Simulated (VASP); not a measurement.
**InPd: relaxation of cell and atoms with r2SCAN+D3(BJ)**

The system is InPd.

```xyz
2
Lattice="0.0000 2.7461 2.7461 2.7461 0.0000 2.7461 2.7461 2.7461 0.0000" Properties=species:S:1:pos:R:3 pbc="T T T"
In    0.0000    0.0000    0.0000
Pd    2.7461    2.7461    2.7461
```

The cell was built by a generator and needn't be a form met in nature.

```yaml
Program: VASP 6.6.1
Task: relaxation of cell and atoms
Functional: r2SCAN
Dispersion: D3(BJ)
Potentials_or_basis: VASP PAW PBE potentials, release 64 (In_d, Pd)
Cutoff: 600 eV
k_mesh: 8 × 8 × 8
Occupations: fermi-dirac, width 0.05 eV
Spin: no spin polarisation
Further_INCAR_settings: ALGO = Normal; EDIFF = 1e-07; IBRION = 2; EDIFFG = -0.01; NSW = 40; ISIF = 3
```

- Relaxed volume: 19.79 Å³/atom
- Relaxed cell: a = 3.826 Å, b = 3.826 Å, c = 3.826 Å, α = 60.00°, β = 60.00°, γ = 60.00°
- Space group after relaxing (to 0.05 Å): Fm-3m (No. 225)
- Energy gained by relaxing: 12.7 meV/atom
- Ionic steps: 3
- Pressure after relaxing: 0.0 GPa
- Band gap on the k mesh: none (metal or under the smearing width)
- Dispersion energy per atom: -0.224 eV

Step by step:
```csv
step,energy change (eV),largest force (eV/Å),pressure (GPa),volume (Å³)
1,0.0000,0.0000,-4.29,41.42
2,-0.0083,0.0000,4.10,38.18
3,-0.0254,0.0000,-0.03,39.59
```

Final structure:
```yaml
crystal:
  lattice:
    - [0.00000, 2.70508, 2.70508]
    - [2.70508, 0.00000, 2.70508]
    - [2.70508, 2.70508, 0.00000]
  atoms:
    - { symbol: In, position: [0.00000, 0.00000, 0.00000] }
    - { symbol: Pd, position: [0.50000, 0.50000, 0.50000] }
```

Levels at points of the mesh, in eV from the Fermi level:
| k point | band 8 | band 9 | band 10 | band 11 | band 12 | band 13 | band 14 | band 15 |
| --- | --- | --- | --- | --- | --- | --- | --- | --- |
| (0.00, 0.00, 0.00) | -3.25 | -3.25 | -2.91 | -2.91 | 5.76 | 5.76 | 5.76 | 9.37 |
| (0.50, 0.00, 0.00) | -4.05 | -4.05 | -2.83 | -2.83 | -1.60 | 7.85 | 7.85 | 7.97 |
| (0.50, 0.50, 0.00) | -2.84 | -2.69 | -2.60 | -2.60 | -0.01 | 1.46 | 1.46 | 5.20 |

Wall time 2.8 min on 1 thread of Intel(R) Xeon(R) Platinum 8488C (Sapphire Rapids), on a shared host, peak memory 0.22 GiB.

Caveat: the PAW data sets were made with another functional, which shifts forces and pressure a little; pairwise dispersion overbinds metals, which lowers pressure and volume.
